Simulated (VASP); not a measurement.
# BaTiO3 (Pm-3m) in VASP: a series of runs

Aim: see how the results for BaTiO3 move with the level of theory and the settings. Levels: PBEsol, r2SCAN. Tasks: band structure.

Program: VASP 6.6.1. These are calculated values, not measurements. Logs are shortened: lines on timing, memory, paths and dates and some standing lists are left out, and cuts for length are marked.

## 1. The crystal as given

It takes space group Pm-3m (No. 221, cubic). The conventional cell has a = 3.983 Å, b = 3.983 Å, c = 3.983 Å, α = 90.00°, β = 90.00°, γ = 90.00°. Around Ba (site symmetry m-3m) lie 12 O at 2.82 Å. Ti (site symmetry m-3m) has 6 O at 1.99 Å as nearest neighbours. O (site symmetry 4/mmm) is surrounded by 2 Ti at 1.99 Å.

## 2. Band structure, PBEsol

INCAR reads:

```
SYSTEM = BaTiO3
PREC = Accurate ; ENCUT = 520
EDIFF = 1E-7 ; ISMEAR = 0
SIGMA = 0.02 ; LREAL = .FALSE.
LASPH = .TRUE. ; NELM = 60
ALGO = Normal ; ISIF = 2
LWAVE = .FALSE. ; LCHARG = .FALSE.
LMAXMIX = 4 ; GGA = PS
NBANDS = 28
```

KPOINTS reads:

```
regular mesh
0
G
  8 8 8
  0 0 0
```

POSCAR reads:

```
BaTiO3
1.0
    3.9832200000      0.0000000000      0.0000000000
    0.0000000000      3.9832200000      0.0000000000
    0.0000000000      0.0000000000      3.9832200000
Ba Ti O
1 1 3
Direct
    0.0000000000      0.0000000000      0.0000000000
    0.5000000000      0.5000000000      0.5000000000
    0.5000000000      0.5000000000      0.0000000000
    0.0000000000      0.5000000000      0.5000000000
    0.5000000000      0.0000000000      0.5000000000
```

KPOINTS_OPT reads:

```
path GXMGRX,MR
10
line-mode
reciprocal
 0.0000000000  0.0000000000  0.0000000000  G
 0.0000000000  0.5000000000  0.0000000000  X

 0.0000000000  0.5000000000  0.0000000000  X
 0.5000000000  0.5000000000  0.0000000000  M

 0.5000000000  0.5000000000  0.0000000000  M
 0.0000000000  0.0000000000  0.0000000000  G

 0.0000000000  0.0000000000  0.0000000000  G
 0.5000000000  0.5000000000  0.5000000000  R

 0.5000000000  0.5000000000  0.5000000000  R
 0.0000000000  0.5000000000  0.0000000000  X

 0.5000000000  0.5000000000  0.0000000000  M
 0.5000000000  0.5000000000  0.5000000000  R
```

Potentials or basis: VASP PAW PBE potentials, release 64 (Ba_sv, Ti_sv, O).

The run is started by

```
> cat potpaw_PBE.64/Ba_sv/POTCAR potpaw_PBE.64/Ti_sv/POTCAR potpaw_PBE.64/O/POTCAR > POTCAR
> mpirun -np 1 vasp_std > vasp.out
```

OUTCAR:

```text
SYSTEM = BaTiO3
   PREC = Accurate
   ENCUT = 520
   EDIFF = 1E-7
   ISMEAR = 0
   LREAL = .FALSE.
   LASPH = .TRUE.
   NELM = 60
   ISIF = 2
   GGA = PS

 ion  position               nearest neighbor table
   1  0.000  0.000  0.000-   3 2.82   4 2.82   5 2.82   4 2.82   5 2.82   3 2.82   4 2.82   4 2.82
                             3 2.82   5 2.82   5 2.82   3 2.82   2 3.45   2 3.45   2 3.45   2 3.45
   2  0.500  0.500  0.500-   3 1.99   4 1.99   5 1.99   3 1.99   5 1.99   4 1.99   1 3.45   1 3.45
                             1 3.45   1 3.45   1 3.45   1 3.45   1 3.45   1 3.45
   3  0.500  0.500  0.000-   2 1.99   2 1.99   1 2.82   1 2.82   1 2.82   1 2.82
   4  0.000  0.500  0.500-   2 1.99   2 1.99   1 2.82   1 2.82   1 2.82   1 2.82
   5  0.500  0.000  0.500-   2 1.99   2 1.99   1 2.82   1 2.82   1 2.82   1 2.82

  LATTYP: Found a simple cubic cell.
 ALAT       =     3.9832200000

  Lattice vectors:

 A1 = (   3.9832200000,   0.0000000000,   0.0000000000)
 A2 = (   0.0000000000,   3.9832200000,   0.0000000000)
 A3 = (   0.0000000000,   0.0000000000,   3.9832200000)

Analysis of symmetry for initial positions (statically):
=====================================================================
 Subroutine PRICEL returns:
 Original cell was already a primitive cell.

 Routine SETGRP: Setting up the symmetry group for a
 simple cubic supercell.

 Subroutine GETGRP returns: Found 48 space group operations
 (whereof 48 operations were pure point group operations)
 out of a pool of 48 trial point group operations.

The static configuration has the point symmetry O_h .

Analysis of symmetry for dynamics (positions and initial velocities):
=====================================================================
 Subroutine PRICEL returns:
 Original cell was already a primitive cell.

 Routine SETGRP: Setting up the symmetry group for a
 simple cubic supercell.

 Subroutine GETGRP returns: Found 48 space group operations
 (whereof 48 operations were pure point group operations)
 out of a pool of 48 trial point group operations.

The dynamic configuration has the point symmetry O_h .

 Subroutine INISYM returns: Found 48 space group operations
 (whereof 48 operations are pure point group operations),
 and found     1 'primitive' translations

----------------------------------------------------------------------------------------

                                     Primitive cell

  volume of cell :      63.1979

  direct lattice vectors                    reciprocal lattice vectors
     3.983220000  0.000000000  0.000000000     0.251053168  0.000000000  0.000000000
     0.000000000  3.983220000  0.000000000     0.000000000  0.251053168  0.000000000
     0.000000000  0.000000000  3.983220000     0.000000000  0.000000000  0.251053168

  length of vectors
     3.983220000  3.983220000  3.983220000     0.251053168  0.251053168  0.251053168

  position of ions in fractional coordinates (direct lattice)
     0.000000000  0.000000000  0.000000000
     0.500000000  0.500000000  0.500000000
     0.500000000  0.500000000  0.000000000
     0.000000000  0.500000000  0.500000000
     0.500000000  0.000000000  0.500000000

  ion indices of the primitive-cell ions
   primitive index   ion index
                 1           1
                 2           2
                 3           3
                 4           4
                 5           5

----------------------------------------------------------------------------------------

 KPOINTS: regular mesh

Automatic generation of k-mesh.
 Grid dimensions read from file:
 generate k-points for:    8    8    8

 Generating k-lattice:

  Cartesian coordinates                     Fractional coordinates (reciprocal lattice)
     0.031381646  0.000000000  0.000000000     0.125000000  0.000000000  0.000000000
     0.000000000  0.031381646  0.000000000     0.000000000  0.125000000  0.000000000
     0.000000000  0.000000000  0.031381646     0.000000000  0.000000000  0.125000000

  Length of vectors
     0.031381646  0.031381646  0.031381646

  Shift w.r.t. Gamma in fractional coordinates (k-lattice)
     0.000000000  0.000000000  0.000000000

 Subroutine IBZKPT returns following result:
 ===========================================

 Found     35 irreducible k-points:

 Following reciprocal coordinates:
            Coordinates               Weight
  0.000000  0.000000  0.000000      1.000000
  0.125000  0.000000  0.000000      6.000000
  0.250000  0.000000  0.000000      6.000000
  0.375000  0.000000  0.000000      6.000000
  0.500000  0.000000  0.000000      3.000000
  0.125000  0.125000  0.000000     12.000000
[... 16 lines left out ...]
  0.375000  0.375000  0.125000     24.000000
  0.500000  0.375000  0.125000     24.000000
 [... further k-points ...]
   k-points           NKPTS =     35   k-points in BZ     NKDIM =     35   number of bands    NBANDS=     28
   number of dos      NEDOS =    301   number of ions     NIONS =      5
   total plane-waves  NPLWV =  27000
   dimension x,y,z NGX =    30 NGY =   30 NGZ =   30
   dimension x,y,z NGXF=    60 NGYF=   60 NGZF=   60
   ions per type =               1   1   3
   NGX,Y,Z   is equivalent  to a cutoff of  12.52, 12.52, 12.52 a.u.
   NGXF,Y,Z  is equivalent  to a cutoff of  25.04, 25.04, 25.04 a.u.
 SYSTEM =  BaTiO3
   PREC   = accura    normal or accurate (medium, high low for compatibility)
   ISTART =      0    job   : 0-new  1-cont  2-samecut
   ICHARG =      2    charge: 1-file 2-atom 10-const
   ISPIN  =      1    spin polarized calculation?
   LNONCOLLINEAR =      F non collinear calculations
   LSORBIT =      F    spin-orbit coupling
   LASPH  =      T    aspherical Exc in radial PAW
   ENCUT  =  520.0 eV  38.22 Ry    6.18 a.u.   7.41  7.41  7.41*2*pi/ulx,y,z
   NELM   =     60;   NELMIN=  2; NELMDL= -5     # of ELM steps
   EDIFF  = 0.1E-06   stopping-criterion for ELM
   LREAL  =      F    real-space projection
   EDIFFG = 0.1E-05   stopping-criterion for IOM
   NSW    =      0    number of steps for IOM
   IBRION =     -1    ionic relax: 0-MD 1-quasi-New 2-CG
   NFREE  =      0    steps in history (QN), initial steepest desc. (CG)
   ISIF   =      2    stress and relaxation
   ISYM   =      2    0-nonsym 1-usesym 2-fastsym
   POTIM  = 0.5000    time-step for ionic-motion
   TEBEG  =    0.0;   TEEND  =   0.0 temperature during run
   PSTRESS=    0.0 pullay stress
   NELECT =      40.0000    total number of electrons
   NUPDOWN=      -1.0000    fix difference up-down
   EMIN   =  10.00;   EMAX   =-10.00  energy-range for DOS
   EFERMI =   0.00;   METHOD = LEGACY
   ISMEAR =     0;   SIGMA  =   0.02  broadening in eV -4-tet -1-fermi 0-gaus
   EFERMI_NEDOS =   21; number of points for ismear=-14 and -15
   IALGO  =     38    algorithm
   IMIX   =      4    mixing-type and parameters
     AMIX     =   0.40;   BMIX     =  1.00
     AMIX_MAG =   1.60;   BMIX_MAG =  1.00
  volume/ion in A,a.u.               =      12.64        85.30
  Fermi-wavevector in a.u.,A,eV,Ry     =   1.405596  2.656191 26.881035  1.975700
  Thomas-Fermi vector in A             =   2.528041
   LORBIT       =      0    0 simple, 1 ext, 2 COOP (PROOUT), +10 PAW based schemes
   GGA     = PS    functional components
   LHFCALC =     F    Hartree Fock is set to
   AEXX    =    0.0000 exact exchange contribution
   IVDW    =     0    specifies the selected vdW correction
   LEPSILON=     F    determine dielectric tensor
   LRPA    =     F    only Hartree local field effects (RPA)
 non-spin polarized calculation
 Gauss-broadening in eV      SIGMA  =   0.02
  energy-cutoff  :      520.00
  volume of cell :       63.20
 maximum number of plane-waves:      1743
 NGX is ok and might be reduce to    30
   NGX = 15   NGY = 15   NGZ = 15

 number of electron      39.9999977 magnetization

 Free energy of the ion-electron system (eV)
  ---------------------------------------------------
  ext. energy  EPLUGINS =         0.00000000
  ---------------------------------------------------
  free energy    TOTEN  =       -41.98180782 eV

  energy without entropy =      -41.98180782  energy(sigma->0) =      -41.98180782

 E-fermi :   4.0186     XC(G=0): -11.5943

 val. band max:        3.8034305187   @ k =   0.5000   0.5000   0.5000
 cond. band min:       5.5297298665   @ k =   0.0000   0.0000   0.0000
 fundamental gap:      1.7262993478
 Fermi energy:         4.0185797504

 k-point     1 :       0.0000    0.0000    0.0000
  band No.  band energies     occupation
      1     -52.5057      2.00000
      2     -28.8379      2.00000
      3     -28.8379      2.00000
      4     -28.8379      2.00000
      5     -20.9234      2.00000
      6     -13.0448      2.00000
[... 20 lines left out ...]
     27       8.7330      0.00000
     28      11.1494      0.00000

 k-point     2 :       0.1250    0.0000    0.0000
  band No.  band energies     occupation
      1     -52.5055      2.00000
      2     -28.8464      2.00000
      3     -28.8375      2.00000
      4     -28.8375      2.00000
      5     -20.9044      2.00000
      6     -13.0559      2.00000
[... 20 lines left out ...]
     27       9.0519      0.00000
     28      11.5332      0.00000

 k-point     3 :       0.2500    0.0000    0.0000
  band No.  band energies     occupation
      1     -52.5051      2.00000
      2     -28.8669      2.00000
      3     -28.8367      2.00000
      4     -28.8367      2.00000
      5     -20.8578      2.00000
      6     -13.1341      2.00000
[... 20 lines left out ...]
     27       9.8940      0.00000
     28      12.1928      0.00000

 k-point     4 :       0.3750    0.0000    0.0000
  band No.  band energies     occupation
      1     -52.5047      2.00000
      2     -28.8873      2.00000
      3     -28.8359      2.00000
      4     -28.8359      2.00000
      5     -20.8101      2.00000
      6     -13.2551      2.00000
[... 578 lines left out ...]
     27      12.1694      0.00000
     28      12.3604      0.00000

 k-point    23 :       0.3750    0.3750    0.1250
  band No.  band energies     occupation
      1     -52.5036      2.00000
      2     -28.8839      2.00000
      3     -28.8835      2.00000
      4     -28.8423      2.00000
      5     -20.7211      2.00000
      6     -12.7846      2.00000
[... 20 lines left out ...]
     27      12.0954      0.00000
     28      12.7342      0.00000

 k-point    24 :       0.5000    0.3750    0.1250
  band No.  band energies     occupation
      1     -52.5034      2.00000
      2     -28.8919      2.00000
      3     -28.8832      2.00000
      4     -28.8419      2.00000
      5     -20.7078      2.00000
      6     -12.7266      2.00000
[... 20 lines left out ...]
     27      12.0130      0.00000
     28      12.8586      0.00000

 [... further k-points ...]

------------------------ aborting loop because EDIFF is reached ----------------------------------------

  FORCE on cell =-STRESS in cart. coord.  units (eV):
  Direction    XX          YY          ZZ          XY          YZ          ZX
  --------------------------------------------------------------------------------------
  -------------------------------------------------------------------------------------
  Total        0.0619357      0.0619357      0.0619357     -0.0000000     -0.0000000      0.0000000
  in kB        1.5701765      1.5701765      1.5701765     -0.0000000     -0.0000000      0.0000000
  external PRESSURE =       1.5701765 kB  Pullay stress =       0.0000000 kB

 VOLUME and BASIS-vectors are now :
 -----------------------------------------------------------------------------
  energy-cutoff  :      520.00
  volume of cell :       63.20
      direct lattice vectors                 reciprocal lattice vectors
     3.983220000  0.000000000  0.000000000     0.251053168  0.000000000  0.000000000
     0.000000000  3.983220000  0.000000000     0.000000000  0.251053168  0.000000000
     0.000000000  0.000000000  3.983220000     0.000000000  0.000000000  0.251053168

 POSITION                                       TOTAL-FORCE (eV/Angst)
 -----------------------------------------------------------------------------------
      0.00000      0.00000      0.00000         0.000000      0.000000      0.000000
      1.99161      1.99161      1.99161         0.000000      0.000000      0.000000
      1.99161      1.99161      0.00000         0.000000      0.000000      0.000000
      0.00000      1.99161      1.99161         0.000000      0.000000      0.000000
      1.99161      0.00000      1.99161         0.000000      0.000000      0.000000
 -----------------------------------------------------------------------------------
    total drift:                                0.000000      0.000000     -0.000000

  FREE ENERGIE OF THE ION-ELECTRON SYSTEM (eV)
  ---------------------------------------------------
  free  energy   TOTEN  =       -41.9818078217 eV

  energy  without entropy=      -41.9818078217  energy(sigma->0) =      -41.98180782
```

Wall time 67 s (1 thread of AMD EPYC 9R14 (Zen 4), shared host); peak memory 0.21 GiB.

What came out:

```
Free energy             : -41.9818 eV
Pressure                : 0.2 GPa
Band gap on the k mesh  : 1.73 eV, indirect (least direct gap 1.86 eV)
Band gap along the path : 1.73 eV, indirect (least direct gap 1.86 eV)
```

Levels at the corners of the path, in eV from the valence-band top:
```csv
point,band 18,band 19,band 20,band 21,band 22,band 23
Γ,-0.13,-0.13,-0.13,1.73,1.73,1.73
X,-1.87,-0.72,-0.72,1.90,3.56,3.56
X,-1.87,-0.72,-0.72,1.90,3.56,3.56
M,-0.87,-0.87,-0.09,3.57,3.57,3.99
M,-0.87,-0.87,-0.09,3.57,3.57,3.99
Γ,-0.13,-0.13,-0.13,1.73,1.73,1.73
Γ,-0.13,-0.13,-0.13,1.73,1.73,1.73
R,0.00,0.00,0.00,4.26,4.26,4.26
R,0.00,0.00,0.00,4.26,4.26,4.26
X,-1.87,-0.72,-0.72,1.90,3.56,3.56
M,-0.87,-0.87,-0.09,3.57,3.57,3.99
R,0.00,0.00,0.00,4.26,4.26,4.26
```

Caveat: the PAW data sets were made with another functional, which shifts forces and pressure a little; spin-orbit coupling is left out, which moves the levels of the heavy elements.

## 3. Band structure, r2SCAN

Changes to INCAR since step 2:

```diff
@@ -7,3 +7,3 @@
 LWAVE = .FALSE. ; LCHARG = .FALSE.
-LMAXMIX = 4 ; GGA = PS
-NBANDS = 28
+LMAXMIX = 4 ; METAGGA = R2SCAN
+LMIXTAU = .TRUE. ; NBANDS = 28
```

KPOINTS is that of step 2.

POSCAR is that of step 2.

KPOINTS_OPT is that of step 2.

Potentials or basis: VASP PAW PBE potentials, release 64 (Ba_sv, Ti_sv, O).

The run is started by

```
> cat potpaw_PBE.64/Ba_sv/POTCAR potpaw_PBE.64/Ti_sv/POTCAR potpaw_PBE.64/O/POTCAR > POTCAR
> mpirun -np 1 vasp_std > vasp.out
```

Wall time 5.1 min (1 thread of AMD EPYC 9R14 (Zen 4), shared host); peak memory 0.2 GiB.

Results (log left out):

| Property | Result |
| --- | --- |
| Free energy | -74.2210 eV |
| Pressure | 3.6 GPa |
| Band gap on the k mesh | 2.17 eV, indirect (least direct gap 2.31 eV) |
| Band gap along the path | 2.17 eV, indirect (least direct gap 2.31 eV) |

Levels at the corners of the path, in eV from the valence-band top:
| point | band 18 | band 19 | band 20 | band 21 | band 22 | band 23 |
| --- | --- | --- | --- | --- | --- | --- |
| Γ | -0.14 | -0.14 | -0.14 | 2.17 | 2.17 | 2.17 |
| X | -1.84 | -0.75 | -0.75 | 2.33 | 3.93 | 3.93 |
| X | -1.84 | -0.75 | -0.75 | 2.33 | 3.93 | 3.93 |
| M | -0.88 | -0.88 | -0.09 | 3.94 | 3.94 | 4.39 |
| M | -0.88 | -0.88 | -0.09 | 3.94 | 3.94 | 4.39 |
| Γ | -0.14 | -0.14 | -0.14 | 2.17 | 2.17 | 2.17 |
| Γ | -0.14 | -0.14 | -0.14 | 2.17 | 2.17 | 2.17 |
| R | 0.00 | 0.00 | 0.00 | 4.64 | 4.64 | 4.64 |
| R | 0.00 | 0.00 | 0.00 | 4.64 | 4.64 | 4.64 |
| X | -1.84 | -0.75 | -0.75 | 2.33 | 3.93 | 3.93 |
| M | -0.88 | -0.88 | -0.09 | 3.94 | 3.94 | 4.39 |
| R | 0.00 | 0.00 | 0.00 | 4.64 | 4.64 | 4.64 |

Caveat: the PAW data sets were made with another functional, which shifts forces and pressure a little; spin-orbit coupling is left out, which moves the levels of the heavy elements.
